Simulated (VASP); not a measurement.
# SnSe2 (P-3m1) in VASP: notebook

Runs on SnSe2. Level: HSE06. Tasks: single point.

Everything below comes from runs of VASP 6.6.1. Logs are shortened: lines on timing, memory, paths and dates and some standing lists are left out, and cuts for length are marked.

## Step 1: The structure

It takes space group P-3m1 (No. 164, trigonal). Conventional cell: a = 3.811 Å, b = 3.811 Å, c = 6.136 Å, α = 90.00°, β = 90.00°, γ = 120.00°. Sn (site symmetry -3m) has 6 Se at 2.68 Å as nearest neighbours. Se (site symmetry 3m) has 3 Sn at 2.68 Å as nearest neighbours.

## Step 2: Single point, HSE06

The input, POSCAR:

```
SnSe2
1.0
    3.8110000000      0.0000000000      0.0000000000
   -1.9055000000      3.3004228138      0.0000000000
    0.0000000000      0.0000000000      6.1360000000
Sn Se
1 2
Direct
    0.0000000000      0.0000000000      0.0000000000
    0.6666666667      0.3333333333      0.7510000000
    0.3333333333      0.6666666667      0.2490000000
```

The input, INCAR.step1:

```
SYSTEM = SnSe2
  ALGO = Normal
  EDIFF = 1E-5
  ENCUT = 400
  GGA = PE
  ISIF = 2
  ISMEAR = 0
  LASPH = .TRUE.
  LCHARG = .FALSE.
  LREAL = .FALSE.
  LWAVE = .TRUE.
  NBANDS = 21
  NELM = 100
  NKRED = 1
  PREC = Accurate
  SIGMA = 0.01
```

The input, INCAR.step2:

```
SYSTEM = SnSe2
  ALGO = Normal
  EDIFF = 1E-6
  ENCUT = 400
  GGA = PE
  HFSCREEN = 0.2
  ISIF = 2
  ISMEAR = 0
  ISTART = 1
  LASPH = .TRUE.
  LCHARG = .FALSE.
  LHFCALC = .TRUE.
  LREAL = .FALSE.
  LWAVE = .FALSE.
  NBANDS = 21
  NELM = 100
  NKRED = 1
  PREC = Accurate
  PRECFOCK = Fast
  SIGMA = 0.01
```

The input, KPOINTS:

```
k-points
0
G
  6 6 3
  0 0 0
```

Potentials or basis: VASP PAW PBE potentials, release 64 (Sn_d, Se).

Run with:

```console
> cat potpaw_PBE.64/Sn_d/POTCAR potpaw_PBE.64/Se/POTCAR > POTCAR
> cp INCAR.step1 INCAR
> mpirun -np 1 vasp_std > vasp.out
> cp INCAR.step2 INCAR
> mpirun -np 1 vasp_std > vasp.out
```

OUTCAR:

```text
SYSTEM = SnSe2
   EDIFF = 1E-6
   ENCUT = 400
   GGA = PE
   HFSCREEN = 0.2
   ISIF = 2
   ISMEAR = 0
   ISTART = 1
   LASPH = .TRUE.
   LHFCALC = .TRUE.
   LREAL = .FALSE.
   NELM = 100
   NKRED = 1
   PREC = Accurate
   PRECFOCK = Fast

 Found     17 irreducible k-points:

 Following reciprocal coordinates:
            Coordinates               Weight
  0.000000  0.000000  0.000000      1.000000
  0.166667 -0.000000  0.000000      6.000000
  0.333333 -0.000000  0.000000      6.000000
  0.500000  0.000000  0.000000      3.000000
  0.166667  0.166667  0.000000      6.000000
  0.333333  0.166667  0.000000     12.000000
   k-points           NKPTS =     17   k-points in BZ     NKDIM =    108   number of bands    NBANDS=     21
   number of dos      NEDOS =    301   number of ions     NIONS =      3
   total plane-waves  NPLWV =  31360
   dimension x,y,z NGX =    28 NGY =   28 NGZ =   40
   dimension x,y,z NGXF=    56 NGYF=   56 NGZF=   80
   ions per type =               1   2
   NGX,Y,Z   is equivalent  to a cutoff of  12.21, 12.21, 10.84 a.u.
   NGXF,Y,Z  is equivalent  to a cutoff of  24.43, 24.43, 21.67 a.u.
 SYSTEM =  SnSe2
   PREC   = accura    normal or accurate (medium, high low for compatibility)
   ISTART =      1    job   : 0-new  1-cont  2-samecut
   ICHARG =      0    charge: 1-file 2-atom 10-const
   ISPIN  =      1    spin polarized calculation?
   LNONCOLLINEAR =      F non collinear calculations
   LSORBIT =      F    spin-orbit coupling
   LASPH  =      T    aspherical Exc in radial PAW
   ENCUT  =  400.0 eV  29.40 Ry    5.42 a.u.   6.21  6.21 10.01*2*pi/ulx,y,z
   NELM   =    100;   NELMIN=  2; NELMDL=  0     # of ELM steps
   EDIFF  = 0.1E-05   stopping-criterion for ELM
   LREAL  =      F    real-space projection
   EDIFFG = 0.1E-04   stopping-criterion for IOM
   NSW    =      0    number of steps for IOM
   IBRION =     -1    ionic relax: 0-MD 1-quasi-New 2-CG
   NFREE  =      0    steps in history (QN), initial steepest desc. (CG)
   ISIF   =      2    stress and relaxation
   ISYM   =      3    0-nonsym 1-usesym 2-fastsym
   POTIM  = 0.5000    time-step for ionic-motion
   TEBEG  =    0.0;   TEEND  =   0.0 temperature during run
   PSTRESS=    0.0 pullay stress
   NELECT =      26.0000    total number of electrons
   NUPDOWN=      -1.0000    fix difference up-down
   EMIN   =  10.00;   EMAX   =-10.00  energy-range for DOS
   EFERMI =   0.00;   METHOD = LEGACY
   ISMEAR =     0;   SIGMA  =   0.01  broadening in eV -4-tet -1-fermi 0-gaus
   EFERMI_NEDOS =   21; number of points for ismear=-14 and -15
   IALGO  =     38    algorithm
   IMIX   =      1    mixing-type and parameters
     AMIX     =   0.40;   BMIX     =  1.00
     AMIX_MAG =   1.60;   BMIX_MAG =  1.00
  volume/ion in A,a.u.               =      25.73       173.61
  Fermi-wavevector in a.u.,A,eV,Ry     =   1.139116  2.152617 17.654722  1.297585
  Thomas-Fermi vector in A             =   2.275820
   LORBIT       =      0    0 simple, 1 ext, 2 COOP (PROOUT), +10 PAW based schemes
   GGA     = PE    functional components
   LHFCALC =     T    Hartree Fock is set to
   PRECFOCK=fast      Normal, Fast or Accurate (Low or Medium for compatibility)
   ENCUT4O =  -1.0   cutoff for four orbital integrals eV
   NKREDX  =     1    reduce k-point grid by
   NKREDY  =     1    reduce k-point grid by
   NKREDZ  =     1    reduce k-point grid by
   AEXX    =    0.2500 exact exchange contribution
   HFSCREEN=    0.2000 screening length (either q_TF or 0.3 A-1)
   HFSCREENC=   0.2000 screening length for correlation (either q_TF or 0.3 A-1)
   ENCUTFOCK=  -1.0 apply spherical cutoff to Coloumb kernel
   IVDW    =     0    specifies the selected vdW correction
   LEPSILON=     F    determine dielectric tensor
   LRPA    =     F    only Hartree local field effects (RPA)
 non-spin polarized calculation
 Gauss-broadening in eV      SIGMA  =   0.01
  energy-cutoff  :      400.00
  volume of cell :       77.18
 maximum number of plane-waves:      1422
 NGX is ok and might be reduce to    28
  NGX = 14; NGY = 14; NGZ = 24

 number of electron      26.0000016 magnetization

 Free energy of the ion-electron system (eV)
  ---------------------------------------------------
  ext. energy  EPLUGINS =         0.00000000
  ---------------------------------------------------
  free energy    TOTEN  =       -14.56771871 eV

  energy without entropy =      -14.56771871  energy(sigma->0) =      -14.56771871

 E-fermi :   3.6163     XC(G=0):  -7.8447

 val. band max:        3.5724556478   @ k =   0.0000   0.0000   0.0000
 cond. band min:       5.0879323184   @ k =   0.5000   0.0000   0.3333
 fundamental gap:      1.5154766706
 Fermi energy:         3.6162793792

 k-point     1 :       0.0000    0.0000    0.0000
  band No.  band energies     occupation
      1     -19.7089      2.00000
      2     -19.7089      2.00000
      3     -19.6515      2.00000
      4     -19.6366      2.00000
      5     -19.6366      2.00000
      6     -11.7162      2.00000
[... 13 lines left out ...]
     20      13.5855      0.00000
     21      14.4288      0.00000

 k-point     2 :       0.1667   -0.0000    0.0000
  band No.  band energies     occupation
      1     -19.7248      2.00000
      2     -19.7019      2.00000
      3     -19.6460      2.00000
      4     -19.6389      2.00000
      5     -19.6326      2.00000
      6     -11.4125      2.00000
[... 13 lines left out ...]
     20      13.8766      0.00000
     21      14.1910      0.00000

 k-point     3 :       0.3333   -0.0000    0.0000
  band No.  band energies     occupation
      1     -19.7585      2.00000
      2     -19.6936      2.00000
      3     -19.6535      2.00000
      4     -19.6227      2.00000
      5     -19.6187      2.00000
      6     -10.5972      2.00000
[... 13 lines left out ...]
     20      14.5088      0.00000
     21      15.3013      0.00000

 k-point     4 :       0.5000    0.0000    0.0000
  band No.  band energies     occupation
      1     -19.7757      2.00000
      2     -19.6918      2.00000
      3     -19.6581      2.00000
      4     -19.6135      2.00000
      5     -19.6093      2.00000
      6      -9.8811      2.00000
[... 13 lines left out ...]
     20      15.4165      0.00000
     21      16.9705      0.00000

 k-point     5 :       0.1667    0.1667    0.0000
  band No.  band energies     occupation
      1     -19.7433      2.00000
      2     -19.7013      2.00000
      3     -19.6447      2.00000
      4     -19.6374      2.00000
      5     -19.6197      2.00000
      6     -10.8462      2.00000
[... 13 lines left out ...]
     20      14.9554      0.00000
     21      15.1803      0.00000

 k-point     6 :       0.3333    0.1667    0.0000
  band No.  band energies     occupation
      1     -19.7601      2.00000
      2     -19.7053      2.00000
      3     -19.6486      2.00000
      4     -19.6230      2.00000
      5     -19.6120      2.00000
      6      -9.9659      2.00000
[... 13 lines left out ...]
     20      14.7699      0.00000
     21      16.4514      0.00000

 [... further k-points ...]

------------------------ aborting loop because EDIFF is reached ----------------------------------------

  FORCE on cell =-STRESS in cart. coord.  units (eV):
  Direction    XX          YY          ZZ          XY          YZ          ZX
  --------------------------------------------------------------------------------------
  -------------------------------------------------------------------------------------
  Total        1.0043236      1.0043236      1.7524484      0.0000000     -0.0000000     -0.0000000
  in kB       20.8492469     20.8492469     36.3799378      0.0000000     -0.0000000     -0.0000000
  external PRESSURE =      26.0261439 kB  Pullay stress =       0.0000000 kB

 VOLUME and BASIS-vectors are now :
 -----------------------------------------------------------------------------
  energy-cutoff  :      400.00
  volume of cell :       77.18
      direct lattice vectors                 reciprocal lattice vectors
     3.811000000  0.000000000  0.000000000     0.262398321  0.151495741  0.000000000
    -1.905500000  3.300422814  0.000000000     0.000000000  0.302991482  0.000000000
     0.000000000  0.000000000  6.136000000     0.000000000  0.000000000  0.162972621

 POSITION                                       TOTAL-FORCE (eV/Angst)
 -----------------------------------------------------------------------------------
      0.00000      0.00000      0.00000         0.000000      0.000000     -0.000000
      1.90550      1.10014      4.60814        -0.000000      0.000000     -0.296435
     -0.00000      2.20028      1.52786         0.000000     -0.000000      0.296435
 -----------------------------------------------------------------------------------
    total drift:                                0.000001      0.000004      0.000003

  FREE ENERGIE OF THE ION-ELECTRON SYSTEM (eV)
  ---------------------------------------------------
  free  energy   TOTEN  =       -14.5677187141 eV

  energy  without entropy=      -14.5677187141  energy(sigma->0) =      -14.56771871
```

It took 19 min on 1 thread of Intel Xeon Platinum 8488C (Sapphire Rapids), shared host; peak memory 0.29 GiB.

The run converged, but some of its settings lie outside the range that counts as converged, so its numbers aren't taken as properties of the crystal.

What came out:

```yaml
Free_energy: -14.5677 eV
Pressure: 2.6 GPa
Largest_force: 0.296 eV/Å
Band_gap_on_the_k_mesh: 1.52 eV, indirect (least direct gap 1.93 eV)
```

Caveat: the PAW data sets were made with another functional, which shifts forces and pressure a little; spin-orbit coupling is left out, which moves the levels of the heavy elements; an odd mesh through Γ misses points on the zone boundary, where band edges often lie; this functional lacks dispersion, which binds the layers, so the pressure and a relaxed spacing across them are unreliable.

## Step 3: Single point, HSE06

POSCAR is that of step 2.

INCAR.step1, as its differences from that of step 2:

```diff
@@ -3,3 +3,3 @@
   EDIFF = 1E-5
-  ENCUT = 400
+  ENCUT = 520
   GGA = PE
```

INCAR.step2, as its differences from that of step 2:

```diff
@@ -3,3 +3,3 @@
   EDIFF = 1E-6
-  ENCUT = 400
+  ENCUT = 520
   GGA = PE
```

The input, KPOINTS:

```
k-points
0
G
  5 5 3
  0 0 0
```

Potentials or basis: VASP PAW PBE potentials, release 64 (Sn_d, Se).

Run with:

```console
> cat potpaw_PBE.64/Sn_d/POTCAR potpaw_PBE.64/Se/POTCAR > POTCAR
> cp INCAR.step1 INCAR
> mpirun -np 1 vasp_std > vasp.out
> cp INCAR.step2 INCAR
> mpirun -np 1 vasp_std > vasp.out
```

Run time: 13 min. Hardware: 1 thread of Intel Xeon Platinum 8488C (Sapphire Rapids), shared host; peak memory 0.31 GiB.

These settings aren't checked as converged: the numbers below hold their error.

Results:

| Property | Result |
| --- | --- |
| Free energy | -14.5506 eV |
| Pressure | 2.7 GPa |
| Largest force | 0.285 eV/Å |
| Band gap on the k mesh | 1.55 eV, indirect (least direct gap 1.93 eV) |

Caveat: the PAW data sets were made with another functional, which shifts forces and pressure a little; spin-orbit coupling is left out, which moves the levels of the heavy elements; an odd mesh through Γ misses points on the zone boundary, where band edges often lie; this functional lacks dispersion, which binds the layers, so the pressure and a relaxed spacing across them are unreliable.
